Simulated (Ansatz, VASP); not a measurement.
## Al2Cu: VASP beside Ansatz

File INCAR:

```
PREC = Accurate
ENCUT = 520
EDIFF = 1E-7
ISMEAR = 0
SIGMA = 0.15
LREAL = F
LASPH = T
NELM = 100
ALGO = Fast
ISIF = 2
LWAVE = F
LCHARG = T
GGA = PS
LELF = T
LVHAR = T
NBANDS = 16
```

KPOINTS

```
regular mesh
0
Gamma
  10 10 14
```

File POSCAR:

```
Al2Cu
1.0
    3.9888416403      0.0000000000      0.0000000000
    0.0000000000      3.9888416403      0.0000000000
    0.0000000000      0.0000000000      2.9787976485
Al Cu
2 1
Direct
    0.5024873978      0.0000000000      0.5000000000
   -0.0363105904      0.5000000000      0.5000000000
    0.0143612780      0.0000000000      0.0000000000
```

Input for Ansatz:

```yaml
crystal:
  lattice:
    - [3.9888416403, 0.0, 0.0]
    - [0.0, 3.9888416403, 0.0]
    - [0.0, 0.0, 2.9787976485]
  atoms:
    - { symbol: Al, position: [0.5024873978, 0.0, 0.5] }
    - { symbol: Al, position: [-0.0363105904, 0.5, 0.5] }
    - { symbol: Cu, position: [0.014361278, 0.0, 0.0] }
basis:
  ecutwfc: 520.0
kpoints:
  mp_grid: { grid: [10, 10, 14] }
hamiltonian:
  xc: pbesol
  pseudopotentials: { kind: paw, azcp: { folder: soft_1 } }
scf:
  occupations: { method: gaussian, width: 0.15 }
output:
  forces: true
  stress: true
  eigenvalues: true
```

Change from the starting cell: mode 4 frozen in at -0.148 Å, strain +e along z and -e/2 along x and y +0.0467.

Alike in both runs: task single point; functional PBEsol; k mesh 10 × 10 × 14; occupations gaussian, width 0.15 eV; no spin polarisation.

|  | VASP | Ansatz |
| --- | --- | --- |
| version | VASP 6.6.1 | Ansatz 0.2.0 |
| potentials or method | VASP PAW PBE potentials, release 64 (Al, Cu) | scalar-relativistic, plane waves, PAW |
| plane-wave cutoff (eV) | 520 | 520 |
| valence electrons in the cell | 17 | 25 |

VASP gave:

| Property | Result |
| --- | --- |
| gap on the k mesh at the Fermi level (eV) | none |
| pressure (GPa) | 1.1 |
| largest component of the traceless stress (GPa) | 5.16 |
| rms of the force components (eV/Å) | 0.190 |

**Question.** Which values does Ansatz return?

**Answer.** gap on the k mesh at the Fermi level (eV): none; pressure (GPa): 0.9; largest component of the traceless stress (GPa): 5.19; rms of the force components (eV/Å): 0.192.

Atom by atom the forces differ by 0.002 eV/Å (rms over components). A gap of «none» marks a metal or a gap that the smearing closes. The two sets of potentials don't hold the same shells in valence. Ansatz warned: «pseudo_functional_mismatch».

Caveats: the PAW data sets were made with another functional, which shifts forces and pressure a little (VASP).
